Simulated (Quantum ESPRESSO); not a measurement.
Cu3N under changes of volume

One of the cells (13.936 Å³/atom); the others are scaled copies at fixed shape and fractional positions:

```
N Cu
1.0
     3.82000    0.00000    0.00000
     0.00000    3.82000    0.00000
     0.00000    0.00000    3.82000
N Cu
1 3
Direct
  0.00000 0.00000 0.00000
  0.50000 0.00000 0.00000
  0.00000 0.50000 0.00000
  0.00000 0.00000 0.50000
```

The cell was built by a generator and needn't be a form met in nature.

| Property | Result |
| --- | --- |
| Program | Quantum ESPRESSO 7.5 |
| Functional | PBEsol |
| Potentials or basis | GBRV 1.5 PBEsol |
| Cutoff | 762 eV |
| Density cutoff | 6095 eV |
| k mesh | 12 × 12 × 12 |
| Occupations | gaussian, width 0.05 eV |
| Spin | no spin polarisation |

```csv
volume (Å³/atom),energy over the lowest point (meV/atom),pressure (GPa)
13.100,2.98,2.8
13.378,0.00,-0.2
13.657,?,?
13.936,8.13,-5.1
14.214,18.27,-7.2
14.493,31.85,-9.1
14.772,48.51,-10.7
```

Q: What does the run at 13.657 Å³/atom give?

A: Energy over the lowest point 1.89 meV/atom; pressure -2.9 GPa.

Worked out: A Birch-Murnaghan fit of order 3 (a polynomial in V^(-2/3)) to the other rows has its minimum at 13.40 Å³/atom with B0 = V·E''(V) = 134 GPa and B' = 4.6. It gives 1.89 meV/atom at 13.657 Å³/atom, against the run's 1.89, and -dE/dV = -2.4 GPa, against -2.9.

Energies are extrapolated to zero smearing.

Caveats: the run has no spin polarisation, though such a crystal can be magnetic (some runs).
